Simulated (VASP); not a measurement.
Write the native input for VASP 6.6.1 that does the following.

* Task: relaxation of cell and atoms
* Functional: r2SCAN
* Potentials or basis: VASP PAW PBE potentials, release 64 (Zn, Se)
* Cutoff: 600 eV
* k mesh: 8 × 8 × 8
* Occupations: gaussian, width 0.03 eV
* Spin: no spin polarisation
* Further INCAR settings: ALGO = Normal; EDIFF = 1e-06; IBRION = 2; EDIFFG = -0.01; NSW = 90; ISIF = 3

The structure of ZnSe (Stilleite) lies in POSCAR:

```
ZnSe
1.0
    0.0000000000      2.8338000000      2.8338000000
    2.8338000000      0.0000000000      2.8338000000
    2.8338000000      2.8338000000      0.0000000000
Zn Se
1 1
Direct
    0.0000000000      0.0000000000      0.0000000000
    0.2500000000      0.2500000000      0.2500000000
```

One way to write it, as run:

INCAR

```
PREC     = Accurate       # precision mode
ENCUT    = 600            # plane-wave cutoff, eV
EDIFF    = 1E-6           # SCF threshold, eV
ISMEAR   = 0              # smearing method
SIGMA    = 0.03           # smearing width, eV
LREAL    = False          # projectors in reciprocal space
LASPH    = True           # aspherical terms in the spheres
NELM     = 80             # most SCF steps
ALGO     = Normal         # electronic algorithm
ISIF     = 3              # what is computed and relaxed
LWAVE    = False          # write WAVECAR
LCHARG   = False          # write CHGCAR
METAGGA  = R2SCAN         # meta-GGA
LMIXTAU  = True         
IBRION   = 2              # ionic algorithm
NSW      = 90             # ionic steps
EDIFFG   = -0.01          # ionic threshold
```

KPOINTS

```
regular mesh
0
Gamma
  8 8 8
```

Potentials or basis: VASP PAW PBE potentials, release 64 (Zn, Se).

The run is started by

```bash
$ cat potpaw_PBE.64/Zn/POTCAR potpaw_PBE.64/Se/POTCAR > POTCAR
$ mpirun -np 1 vasp_std > vasp.out
```

Results of the run:

```
Pressure after relaxing : 0.0 GPa
Band gap on the k mesh  : 1.87 eV, direct
```

Caveat: the relaxation stopped at its first step, so nothing moved; the PAW data sets were made with another functional, which shifts forces and pressure a little.

It took 30 s on 1 thread of Intel(R) Xeon(R) 6975P-C (Granite Rapids), on a shared host, peak memory 0.19 GiB.
